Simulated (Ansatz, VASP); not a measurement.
**HfC: VASP beside Ansatz**

```xyz
2
Lattice="0.0000 2.4008 2.4008 2.4008 0.0000 2.4008 2.4008 2.4008 0.0000" Properties=species:S:1:pos:R:3 pbc="T T T"
Hf    2.4008    2.4008    2.4008
C     0.0000    0.0000    0.0000
```

Alike in both runs: task single point; functional PBE; k mesh 16 × 16 × 16; occupations gaussian, width 0.1 eV; no spin polarisation.

|  | VASP | Ansatz |
| --- | --- | --- |
| version | VASP 6.6.1 | Ansatz 0.2.0 |
| potentials or method | VASP PAW PBE potentials, release 64 (Hf_pv, C) | scalar-relativistic, plane waves, PAW |
| plane-wave cutoff (eV) | 520 | 420 |
| valence electrons in the cell | 14 | 30 |

|  | VASP | Ansatz | Ansatz less VASP |
| --- | --- | --- | --- |
| gap on the k mesh at the Fermi level (eV) | none | none | - |
| pressure (GPa) | -19.3 | -18.5 | +0.82 |

A gap of «none» marks a metal or a gap that the smearing closes. The two sets of potentials don't hold the same shells in valence.

Caveats: so large a pressure means that the cell lies far from this level's equilibrium, or that cutoff or potentials fall short (VASP). Spin-orbit coupling is left out, which matters for the levels of Hf.
